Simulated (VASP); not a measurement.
Wanted: the native input for a VASP 6.6.1 run.

| Property | Result |
| --- | --- |
| Task | relaxation of cell and atoms |
| Functional | r2SCAN |
| Dispersion | rVV10 |
| Potentials or basis | VASP PAW PBE potentials, release 64 (C) |
| Cutoff | 600 eV |
| k mesh | 15 × 15 × 1 |
| Occupations | gaussian, width 0.03 eV |
| Spin | no spin polarisation |
| Further INCAR settings | ALGO = Normal; EDIFF = 1e-06; IBRION = 2; EDIFFG = -0.01; NSW = 90; ISIF = 3 |

The structure of C lies in POSCAR:

```
C
1.0
    2.4700000000      0.0000000000      0.0000000000
   -1.2350000000      2.1390827500      0.0000000000
    0.0000000000      0.0000000000     21.4289500000
C
4
Direct
    0.0000000000      0.0000000000      0.4199925800
    0.6666666700      0.3333333300      0.4215768900
    0.0000000000      0.0000000000      0.5784231100
    0.3333333300      0.6666666700      0.5800074200
```

The slab is cut from a database's or a generator's crystal, which needn't be the stable form of the element.

The input as run:

INCAR

```
PREC     = Accurate       # precision mode
ENCUT    = 600            # plane-wave cutoff, eV
EDIFF    = 1E-6           # SCF threshold, eV
ISMEAR   = 0              # smearing method
SIGMA    = 0.03           # smearing width, eV
LREAL    = F              # projectors in reciprocal space
LASPH    = T              # aspherical terms in the spheres
NELM     = 120            # most SCF steps
ALGO     = Normal         # electronic algorithm
ISIF     = 3              # what is computed and relaxed
LWAVE    = F              # write WAVECAR
LCHARG   = F              # write CHGCAR
METAGGA  = R2SCAN         # meta-GGA
LMIXTAU  = T            
LUSE_VDW = T            
IVDW_NL  = 2            
BPARAM   = 11.95        
CPARAM   = 0.0093       
IBRION   = 2              # ionic algorithm
NSW      = 90             # ionic steps
EDIFFG   = -0.01          # ionic threshold
LATTICE_CONSTRAINTS= .TRUE. .TRUE. .FALSE.
KPAR     = 2
```

KPOINTS

```
regular mesh
0
Gamma
  15 15 1
```

Potentials or basis: VASP PAW PBE potentials, release 64 (C).

Command:

```sh
$ cat potpaw_PBE.64/C/POTCAR > POTCAR
$ mpirun -np 2 vasp_std > vasp.out
```

Results of the run:

The relaxed volume is 28.00 Å³/atom and the relaxed cell is a = 2.457 Å, b = 2.457 Å, c = 21.429 Å, α = 90.00°, β = 90.00°, γ = 120.00°. The space group after relaxing (to 0.05 Å) is P-3m1 (No. 164). The energy gained by relaxing is 7.1 meV/atom, the ionic steps are 5 and the largest force after relaxing is 0.010 eV/Å. The band gap on the k mesh is none (metal or under the smearing width).

Caveat: the PAW data sets were made with another functional, which shifts forces and pressure a little.

Wall time 27 min on 2 MPI ranks on Intel(R) Xeon(R) Platinum 8488C (Sapphire Rapids) (shared host), peak memory 0.52 GiB a rank.
